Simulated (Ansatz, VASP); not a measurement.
Two plane-wave programs on Hf

File INCAR:

```
SYSTEM = Hf
ALGO = Normal ; EDIFF = 1E-6
ENCUT = 520 ; GGA = PE
ISIF = 2 ; ISMEAR = 0
LASPH = .True. ; LCHARG = .False.
LREAL = .False. ; LWAVE = .False.
NBANDS = 11 ; NELM = 60
PREC = Accurate ; SIGMA = 0.05
```

KPOINTS

```
k-points
0
Gamma
  18 18 18
  0 0 0
```

POSCAR

```
Hf
1.0
   -1.7850187188      1.7850187188      1.7850187188
    1.7850187188     -1.7850187188      1.7850187188
    1.7850187188      1.7850187188     -1.7850187188
Hf
1
Direct
    0.0000000000      0.0000000000      0.0000000000
```

Input for Ansatz:

```yaml
crystal:
  lattice:
    - [-1.7850187188, 1.7850187188, 1.7850187188]
    - [1.7850187188, -1.7850187188, 1.7850187188]
    - [1.7850187188, 1.7850187188, -1.7850187188]
  atoms:
    - { symbol: Hf, position: [0.0, 0.0, 0.0] }
basis:
  ecutwfc: 420
  ecutrho_ratio: 4
kpoints:
  mp_grid: { grid: [18, 18, 18] }
hamiltonian:
  xc: pbe
scf:
  occupations: { method: gaussian, width: 0.05 }
output:
  forces: true
  stress: true
  eigenvalues: true
```

Alike in both runs: task single point; functional PBE; k mesh 18 × 18 × 18; occupations gaussian, width 0.05 eV; no spin polarisation.

|  | VASP | Ansatz |
| --- | --- | --- |
| version | VASP 6.6.1 | Ansatz 0.2.0 |
| potentials or method | VASP PAW PBE potentials, release 64 (Hf_pv) | scalar-relativistic, plane waves, PAW |
| plane-wave cutoff (eV) | 520 | 420 |
| valence electrons in the cell | 10 | 26 |

Ansatz gave:

```
gap on the k mesh at the Fermi level (eV) : none
pressure (GPa)                            : -2.0
```

Task: Estimate VASP's values.

Result: gap on the k mesh at the Fermi level (eV): none; pressure (GPa): -2.3.

A gap of «none» marks a metal or a gap that the smearing closes. With one functional, cell and mesh, what is left measures potentials, basis and numerics. The two sets of potentials don't hold the same shells in valence.

Spin-orbit coupling is left out, which matters for the levels of Hf.
